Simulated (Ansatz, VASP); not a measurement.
Two plane-wave programs on TiC8

```
CELL_PARAMETERS angstrom
4.91204 0.00000 0.00000
-2.45602 4.25395 0.00000
0.00000 0.00000 4.02041
ATOMIC_POSITIONS crystal
Ti 0.00000 0.00000 0.50000
C 0.33333 0.66667 0.00000
C 0.33333 0.16667 0.00000
C 0.83333 0.66667 0.00000
C 0.83333 0.16667 0.00000
C 0.16667 0.83333 0.00000
C 0.16667 0.33333 0.00000
C 0.66667 0.83333 0.00000
C 0.66667 0.33333 0.00000
```

Alike in both runs: task single point; functional PBE; dispersion D3(BJ); k mesh 6 × 6 × 4; occupations gaussian, width 0.1 eV; no spin polarisation.

|  | VASP | Ansatz |
| --- | --- | --- |
| version | VASP 6.6.1 | Ansatz 0.2.0 |
| potentials or method | VASP PAW PBE potentials, release 64 (Ti_sv, C) | scalar-relativistic, plane waves, PAW |
| plane-wave cutoff (eV) | 520 | 420 |
| valence electrons in the cell | 44 | 44 |

Ansatz gave:

- gap on the k mesh at the Fermi level (eV): none
- pressure (GPa): 5.2
- largest component of the traceless stress (GPa): 19.60
- rms of the force components (eV/Å): 0.287

Problem. Which values does VASP return?

Solution. gap on the k mesh at the Fermi level (eV): none; pressure (GPa): 5.7; largest component of the traceless stress (GPa): 19.93; rms of the force components (eV/Å): 0.293.

Atom by atom the forces differ by 0.005 eV/Å (rms over components). A gap of «none» marks a metal or a gap that the smearing closes.

Caveats: the k mesh is coarse (spacing up to 0.39 Å⁻¹), so the values aren't converged; pairwise dispersion overbinds metals, which lowers pressure and volume.
